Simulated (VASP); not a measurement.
# BeTe: single point with HSE06

Crystal: BeTe.

```
Te Be
1.0
     0.00000    2.77000    2.77000
     2.77000    0.00000    2.77000
     2.77000    2.77000    0.00000
Te Be
1 1
Cartesian
  4.1550 4.1550 4.1550
  0.0000 0.0000 0.0000
```

* Program: VASP 6.6.1
* Task: single point
* Functional: HSE06
* Potentials or basis: VASP PAW PBE potentials, release 64 (Te, Be)
* Cutoff: 520 eV
* k mesh: 4 × 4 × 4
* Occupations: fermi-dirac, width 0.05 eV
* Spin: spin-orbit coupling, no magnetisation
* Grid for exact exchange (PRECFOCK): Normal
* Screening parameter: 0.2 1/A
* Further INCAR settings: ALGO = Normal; EDIFF = 1e-06; NBANDS = 20

| Property | Result |
| --- | --- |
| Pressure | 3.6 GPa |
| Valence electrons inside the program's atomic spheres | Te 3.68; Be 0.99 |

Wall time 20 min on 1 thread of Intel(R) Xeon(R) Platinum 8488C (Sapphire Rapids), on a shared host, peak memory 0.38 GiB.

Caveat: the k mesh is coarse (spacing up to 0.49 Å⁻¹), so the values aren't converged, least of all with exact exchange; the PAW data sets were made with another functional, which shifts forces and pressure a little.
